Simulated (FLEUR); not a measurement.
# SrO (Fm-3m) in FLEUR: notebook, part 2 of 2

FLEUR MaX-R8.1 (later development tree). Earlier steps stand in the parts before.

## Step 6: Band structure, PBE

Changes to inp.xml since step 5:

```diff
@@ -9,5 +9,3 @@
       <coreElectrons ctail="T" frcor="F" kcrel="0" coretail_lmax="0"/>
-      <xcFunctional name="LibXC" relativisticCorrections="F">
-         <LibXCName exchange="gga_x_b88" correlation="gga_c_lyp"/>
-      </xcFunctional>
+      <xcFunctional name="pbe" relativisticCorrections="F"/>
       <magnetism jspins="1"/>
@@ -26,3 +24,3 @@
       <xi:include xmlns:xi="http://www.w3.org/2001/XInclude" href="sym.xml"> </xi:include>
-      <bulkLattice scale="1.0196128224">
+      <bulkLattice scale="1.0">
          <bravaisMatrix>
@@ -36,3 +34,3 @@
       <species name="Strontium (Sr)" element="Sr" atomicNumber="38">
-         <mtSphere radius="2.4" gridPoints="819" logIncrement="0.015"/>
+         <mtSphere radius="2.48" gridPoints="819" logIncrement="0.015"/>
          <atomicCutoffs lmax="10" lnonsphr="8"/>
@@ -50,3 +48,3 @@
       <species name="Oxygen (O)" element="O" atomicNumber="8">
-         <mtSphere radius="1.95" gridPoints="665" logIncrement="0.016"/>
+         <mtSphere radius="2.01" gridPoints="665" logIncrement="0.016"/>
          <atomicCutoffs lmax="8" lnonsphr="6"/>
```

File crystal.txt:

```
SrO
&input cartesian=F /
0.0000000000  2.5663000000  2.5663000000
2.5663000000  0.0000000000  2.5663000000
2.5663000000  2.5663000000  0.0000000000
1.8897261246
1.0 1.0 1.0

2
38 0.5000000000  0.5000000000  0.5000000000
8 0.0000000000  0.0000000000  0.0000000000

&kpt div1=9 div2=9 div3=9 gamma=T /
```

File inp.xml (bands):

```
<?xml version="1.0" encoding="UTF-8" standalone="no"?>
<fleurInput fleurInputVersion="0.39">
   <comment>
      SrO                                                                                                 
   </comment>
   <calculationSetup>
      <cutoffs Kmax="4.1" Gmax="12.7" GmaxXC="12.7" numbands="0"/>
      <scfLoop itmax="60" minDistance="0.00001" maxIterBroyd="15" imix="Anderson" alpha="0.05" precondParam="0.0" spinf="2.0" sdNocoIR="T"/>
      <coreElectrons ctail="T" frcor="F" kcrel="0" coretail_lmax="0"/>
      <xcFunctional name="pbe" relativisticCorrections="F"/>
      <magnetism jspins="1"/>
      <soc l_soc="F" theta="0.0" phi="0.0" spav="F"/>
      <expertModes spex="0" secvar="F"/>
      <geometryOptimization l_f="F" forcealpha="1.0" forcemix="BFGS" epsdisp="0.00001" epsforce="0.00001"/>
      <ldaU l_linMix="F" mixParam="0.05" spinf="1.0"/>
   </calculationSetup>
   <cell>
      <bzIntegration valenceElectrons="16.0" mode="hist" fermiSmearingEnergy="0.00183747">
         <kPointListSelection listName="path-1"/>
         <!-- k-points included here -->
         <xi:include xmlns:xi="http://www.w3.org/2001/XInclude" href="kpts.xml"> </xi:include>
      </bzIntegration>
      <!-- symmetry operations included here -->
      <xi:include xmlns:xi="http://www.w3.org/2001/XInclude" href="sym.xml"> </xi:include>
      <bulkLattice scale="1.0">
         <bravaisMatrix>
[... 28 lines left out ...]
            <stateOccupation state="(2p3/2)" spinUp="1.333333" spinDown="1.333333"/>
         </electronConfig>
         <energyParameters s="2" p="2" d="3" f="4"/>
         <lo type="SCLO" l="0" n="2" eDeriv="2"/>
         <lo type="SCLO" l="1" n="2" eDeriv="2"/>
         <lo type="SCLO" l="2" n="3" eDeriv="2"/>
      </species>
   </atomSpecies>
   <atomGroups>
      <atomGroup species="Strontium (Sr)">
         <relPos label="                   1">1.000/2.000 1.000/2.000 1.000/2.000</relPos>
         <force calculate="T" relaxXYZ="TTT"/>
      </atomGroup>
      <atomGroup species="Oxygen (O)">
         <relPos label="                   2">.0000000000 .0000000000 .0000000000</relPos>
         <force calculate="T" relaxXYZ="TTT"/>
      </atomGroup>
   </atomGroups>
   <output dos="F" band="T" slice="F">
      <checks vchk="F" cdinf="F"/>
      <bandDOS minEnergy="-.5*Htr" maxEnergy="0.5*Htr" sigma="0.015" storeEVData="T"/>
      <vacuumDOS vacdos="F" integ="F" star="F" nstars="0" locx1="0.0" locy1="0.0" locx2="0.0" locy2="0.0" nstm="0" tworkf="0.0"/>
      <unfoldingBand unfoldBand="F" supercellX="1" supercellY="1" supercellZ="1"/>
      <plotting iplot="0" polar="F">
         <plot TwoD="T" vec1="  1.0  0.0  0.0" vec2="  0.0  1.0  0.0" vec3="  0.0  0.0  1.0" zero="  0.0  0.0  0.0" file="plot"/>
      </plotting>
      <chargeDensitySlicing numkpt="0" minEigenval="0.0" maxEigenval="0.0" nnne="0" pallst="F"/>
      <specialOutput eonly="F"/>
      <moessbauerParams electricFieldGradient="T" isomerShift="T" coreHyperfine="T" valenceHyperfine="T"/>
      <magneticCircularDichroism mcd="F" energyLo="-10.0" energyUp="0.0"/>
   </output>
  <!-- We include the file relax.xml here to enable relaxations (see documentation) -->
  <xi:include xmlns:xi="http://www.w3.org/2001/XInclude" href="relax.xml"> <xi:fallback/> </xi:include>
</fleurInput>
```

Potentials or basis: all-electron, FLAPW.

On the command line:

```
$ inpgen -f crystal.txt -profile fastHighL
$ # inp.xml edited to the form shown
$ fleur_MPI
$ fleur_MPI   # second run, on inp.xml (bands)
```

It took 26 s on 1 thread of Arm Neoverse V2, shared host; peak memory 0.07 GiB.

It converged, with:

```yaml
Free_energy: -88579.5205 eV
Band_gap_on_the_k_mesh: 3.37 eV, indirect (least direct gap 3.45 eV)
Band_gap_along_the_path: 3.31 eV, indirect (least direct gap 3.38 eV)
Valence_electrons_inside_the_program's_atomic_spheres: Sr 7.89; O 6.13 (radii Sr 2.48, O 2.01 bohr)
```

Levels at the corners of the path, in eV from the valence-band top:
| point | band 6 | band 7 | band 8 | band 9 | band 10 | band 11 |
| --- | --- | --- | --- | --- | --- | --- |
| Γ | 0.00 | 0.00 | 0.00 | 4.05 | 6.27 | 6.27 |
| X | -0.39 | -0.07 | -0.07 | 3.31 | 7.89 | 10.27 |
| W | -1.11 | -0.41 | -0.41 | 6.06 | 6.06 | 8.71 |
| K | -0.93 | -0.56 | -0.44 | 4.82 | 7.95 | 8.83 |
| Γ | 0.00 | 0.00 | 0.00 | 4.05 | 6.27 | 6.27 |
| L | -2.15 | -1.12 | -1.12 | 6.61 | 8.46 | 8.93 |
| U | -0.93 | -0.56 | -0.44 | 4.82 | 7.95 | 8.83 |
| W | -1.11 | -0.41 | -0.41 | 6.06 | 6.06 | 8.71 |
| L | -2.15 | -1.12 | -1.12 | 6.61 | 8.46 | 8.93 |
| K | -0.93 | -0.56 | -0.44 | 4.82 | 7.95 | 8.83 |
| U | -0.93 | -0.56 | -0.44 | 4.82 | 7.95 | 8.83 |
| X | -0.39 | -0.07 | -0.07 | 3.31 | 7.89 | 10.27 |

Core levels (eV from the Fermi level):
```
atom                                                                                                                             levels
1 Sr  1s1/2 -15922.0, 2s1/2 -2147.8, 2p1/2 -1953.8, 2p3/2 -1885.3, 3s1/2 -324.6, 3p1/2 -254.2, 3p3/2 -243.7, 3d3/2 -120.1, 3d5/2 -118.2
 2 O                                                                                                                       1s1/2 -503.0
```

A hybrid or GW would open this gap; PBE tends to underestimate it.

## Step 7: Band structure, PBE, spin-orbit coupling, no magnetisation

Changes to inp.xml since step 6:

```diff
@@ -6,3 +6,3 @@
    <calculationSetup>
-      <cutoffs Kmax="4.1" Gmax="12.7" GmaxXC="12.7" numbands="0"/>
+      <cutoffs Kmax="4.1" Gmax="12.7" GmaxXC="12.7" numbands="all"/>
       <scfLoop itmax="60" minDistance="0.00001" maxIterBroyd="15" imix="Anderson" alpha="0.05" precondParam="0.0" spinf="2.0" sdNocoIR="T"/>
@@ -11,3 +11,3 @@
       <magnetism jspins="1"/>
-      <soc l_soc="F" theta="0.0" phi="0.0" spav="F"/>
+      <soc l_soc="T" theta="0.0" phi="0.0" spav="F"/>
       <expertModes spex="0" secvar="F"/>
```

Changes to crystal.txt since step 6:

```diff
@@ -12,2 +12,3 @@
 
-&kpt div1=9 div2=9 div3=9 gamma=T /
+&soc 0.0 0.0 /
+&kpt div1=7 div2=7 div3=7 gamma=T /
```

Changes to inp.xml (bands) since step 6:

```diff
@@ -6,3 +6,3 @@
    <calculationSetup>
-      <cutoffs Kmax="4.1" Gmax="12.7" GmaxXC="12.7" numbands="0"/>
+      <cutoffs Kmax="4.1" Gmax="12.7" GmaxXC="12.7" numbands="all"/>
       <scfLoop itmax="60" minDistance="0.00001" maxIterBroyd="15" imix="Anderson" alpha="0.05" precondParam="0.0" spinf="2.0" sdNocoIR="T"/>
@@ -11,3 +11,3 @@
       <magnetism jspins="1"/>
-      <soc l_soc="F" theta="0.0" phi="0.0" spav="F"/>
+      <soc l_soc="T" theta="0.0" phi="0.0" spav="F"/>
       <expertModes spex="0" secvar="F"/>
```

Potentials or basis: all-electron, FLAPW.

On the command line:

```
$ inpgen -f crystal.txt -profile fastHighL
$ # inp.xml edited to the form shown
$ fleur_MPI
$ fleur_MPI   # second run, on inp.xml (bands)
```

The program printed:

```text
Welcome to FLEUR        (www.flapw.de)
      MaX-Release 8.1          (www.max-centre.eu)

 ========== k-point set info ==========
 Selected k-point list: default-1
 k-point list type: mesh
 7 x 7 x 7
 Number of k points: 52

 ------------Calculation Setup---------------------------
 Number of MPI-tasks      :            1
 Number of PE/node        :            1
 Number of OMP-threads    :            1
 Most efficient MPI parallelization for:
           1           2           4          13          26          52
 Additional eigenvalue parallelization possible
 Number of basis functions:          353
 Approximate size of matrices (H+S) per k-point:         0.002 GB
 --------------------------------------------------------
 Iteration:     1   Distance:      21.50856600 me/bohr^3
 Iteration:     2   Distance:      17.73470684 me/bohr^3
 Iteration:     3   Distance:       5.68723109 me/bohr^3
 Iteration:     4   Distance:       8.83435956 me/bohr^3
 Iteration:     5   Distance:       0.75126348 me/bohr^3
 Iteration:     6   Distance:       1.36676047 me/bohr^3
 Iteration:     7   Distance:       0.51953186 me/bohr^3
 Iteration:     8   Distance:       0.24062910 me/bohr^3
 Iteration:     9   Distance:       0.02849024 me/bohr^3
 Iteration:    10   Distance:       0.01837887 me/bohr^3
 Iteration:    11   Distance:       0.00473680 me/bohr^3
 Iteration:    12   Distance:       0.00160543 me/bohr^3
 Iteration:    13   Distance:       0.00208520 me/bohr^3
 Iteration:    14   Distance:       0.00024936 me/bohr^3
 Iteration:    15   Distance:       0.00004460 me/bohr^3
 Iteration:    16   Distance:       0.00003592 me/bohr^3
 Iteration:    17   Distance:       0.00000549 me/bohr^3

 ********************************************************************
 Run finished successfully
 Stop message:
   all done
 ********************************************************************
```

Wall time 15 min (1 thread of Arm Neoverse V2, shared host); peak memory 0.29 GiB.

Results:

```yaml
Free_energy: -88579.5846 eV
Band_gap_on_the_k_mesh: 3.38 eV, indirect (least direct gap 3.45 eV)
Band_gap_along_the_path: 3.29 eV, indirect (least direct gap 3.34 eV)
Valence_electrons_inside_the_program's_atomic_spheres: Sr 7.89; O 6.13 (radii Sr 2.48, O 2.01 bohr)
```

Levels at the corners of the path, in eV from the valence-band top:
| point | band 14 | band 15 | band 16 | band 17 | band 18 | band 19 |
| --- | --- | --- | --- | --- | --- | --- |
| Γ | 0.00 | 0.00 | 0.00 | 4.03 | 4.03 | 6.24 |
| X | -0.12 | -0.05 | -0.05 | 3.29 | 3.29 | 7.87 |
| W | -0.47 | -0.39 | -0.39 | 6.04 | 6.04 | 6.04 |
| K | -0.58 | -0.46 | -0.46 | 4.80 | 4.80 | 7.93 |
| Γ | 0.00 | 0.00 | 0.00 | 4.03 | 4.03 | 6.24 |
| L | -1.15 | -1.13 | -1.13 | 6.59 | 6.59 | 8.44 |
| U | -0.58 | -0.46 | -0.46 | 4.80 | 4.80 | 7.93 |
| W | -0.47 | -0.39 | -0.39 | 6.04 | 6.04 | 6.04 |
| L | -1.15 | -1.13 | -1.13 | 6.59 | 6.59 | 8.44 |
| K | -0.58 | -0.46 | -0.46 | 4.80 | 4.80 | 7.93 |
| U | -0.58 | -0.46 | -0.46 | 4.80 | 4.80 | 7.93 |
| X | -0.12 | -0.05 | -0.05 | 3.29 | 3.29 | 7.87 |

Core levels (eV from the Fermi level):
```
atom                                                                                                                             levels
1 Sr  1s1/2 -15922.1, 2s1/2 -2147.8, 2p1/2 -1953.8, 2p3/2 -1885.4, 3s1/2 -324.6, 3p1/2 -254.2, 3p3/2 -243.7, 3d3/2 -120.1, 3d5/2 -118.2
 2 O                                                                                                                       1s1/2 -503.0
```

Caveat: the mesh misses the band edges, which the band path finds closer together.
